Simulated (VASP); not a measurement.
# Sr: relaxation of cell and atoms with PBE

The system is Sr.

```
CELL_PARAMETERS angstrom
4.27228 0.00000 0.00000
-2.13614 3.69990 0.00000
0.00000 0.00000 7.00760
ATOMIC_POSITIONS crystal
Sr 0.33333 0.66667 0.25000
Sr 0.66667 0.33333 0.75000
```

This isn't the form of Sr at room conditions, which is fcc.

```json
{
  "Program": "VASP 6.6.1",
  "Task": "relaxation of cell and atoms",
  "Functional": "PBE",
  "Potentials or basis": "VASP PAW PBE potentials, release 64 (Sr_sv)",
  "Cutoff": "520 eV",
  "k mesh": "12 × 12 × 6",
  "Occupations": "gaussian, width 0.1 eV",
  "Spin": "no spin polarisation",
  "Further INCAR settings": "ALGO = Normal; EDIFF = 1e-07; IBRION = 2; POTIM = 0.3; EDIFFG = -0.005; NSW = 60; ISIF = 3"
}
```

- Relaxed volume: 55.35 Å³/atom
- Relaxed cell: a = 4.269 Å, b = 4.269 Å, c = 7.013 Å, α = 90.00°, β = 90.00°, γ = 120.00°
- Space group after relaxing (to 0.05 Å): P6_3/mmc (No. 194)
- Energy gained by relaxing: 0.0 meV/atom
- Ionic steps: 3
- Pressure after relaxing: 0.0 GPa
- Band gap on the k mesh: none (metal or under the smearing width)

Final structure:
```cif
data_structure
_symmetry_space_group_name_H-M 'P 1'
_symmetry_Int_Tables_number 1
_cell_length_a 4.2692
_cell_length_b 4.2692
_cell_length_c 7.0130
_cell_angle_alpha 90.000
_cell_angle_beta 90.000
_cell_angle_gamma 120.000
_cell_volume 110.69
loop_
_atom_site_label
_atom_site_type_symbol
_atom_site_fract_x
_atom_site_fract_y
_atom_site_fract_z
_atom_site_occupancy
Sr1 Sr 0.33333 0.66667 0.25000 1
Sr2 Sr 0.66667 0.33333 0.75000 1
```

Levels at points of the mesh, in eV from the Fermi level:
```
           k point  band 6  band 7  band 8  band 9  band 10  band 11  band 12  band 13  band 14
(0.00, 0.00, 0.00)  -18.54  -18.54  -18.53   -3.66    -1.16     0.01     2.25     2.28     2.28
(0.50, 0.00, 0.00)  -18.61  -18.58  -18.56   -1.12    -0.55     0.06     0.23     1.28     1.85
(0.00, 0.00, 0.50)  -18.55  -18.55  -18.55   -2.73    -2.73     1.24     1.24     2.28     2.28
(0.50, 0.00, 0.50)  -18.59  -18.58  -18.58   -0.82    -0.82     0.22     0.22     1.30     1.30
```

Wall time 110 s on 1 thread of Intel(R) Xeon(R) Platinum 8488C (Sapphire Rapids), on a shared host, peak memory 0.29 GiB.
